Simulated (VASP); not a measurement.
Input of a VASP 6.6.1 run:

File INCAR:

```
SYSTEM = Mg12H
  PREC = Accurate
  ENCUT = 520
  EDIFF = 1E-6
  ISMEAR = -1
  SIGMA = 0.15
  LREAL = .FALSE.
  LASPH = .TRUE.
  NELM = 100
  ALGO = Normal
  ISIF = 2
  LWAVE = .FALSE.
  LCHARG = .FALSE.
  GGA = PE
  NBANDS = 24
```

Contents of KPOINTS:

```
Automatic mesh
0
G
  2 2 2
  0 0 0
```

POSCAR

```
Mg12H
1.0
    6.4200000000      0.0000000000      0.0000000000
   -4.8150000000      8.3398250000      0.0000000000
    0.0000000000      0.0000000000      5.2130400000
Mg H
12 1
Direct
    0.0003375016      0.0014451932      0.0003311444
    0.1673345984      0.2224392512      0.4958066731
   -0.0003179669      0.3329612571     -0.0012036789
    0.1665126932      0.5560666621      0.4975181022
    0.0019957683      0.6663172004      0.0053838985
    0.1684419370      0.8879755550      0.4931934077
    0.4999164427     -0.0006871932      0.0024335608
    0.6672493996      0.2229025950      0.5010071384
    0.4993139063      0.3332580419      0.0040675964
    0.6661639979      0.5542103120      0.4998458418
    0.4986104253      0.6676146195      0.0069726078
    0.6645212468      0.8893453417      0.4945948964
    0.3338026498      0.7820694642      0.7507822114
```

Potentials or basis: VASP PAW PBE potentials, release 64 (Mg, H).

Run with:

```bash
$ cat potpaw_PBE.64/Mg/POTCAR potpaw_PBE.64/H/POTCAR > POTCAR
$ mpirun -np 1 vasp_std > vasp.out
```

Task: Predict the band gap on the k mesh.

Result: None (metal or under the smearing width).

Task: Estimate the pressure.

Result: -0.1 GPa.

Stress tensor (GPa, compression positive):
```
-1.63  0.46  0.04
 0.46 -0.55  0.05
 0.04  0.05  1.85
```

Caveat: the k mesh is coarse (spacing up to 0.60 Å⁻¹), so the values aren't converged.
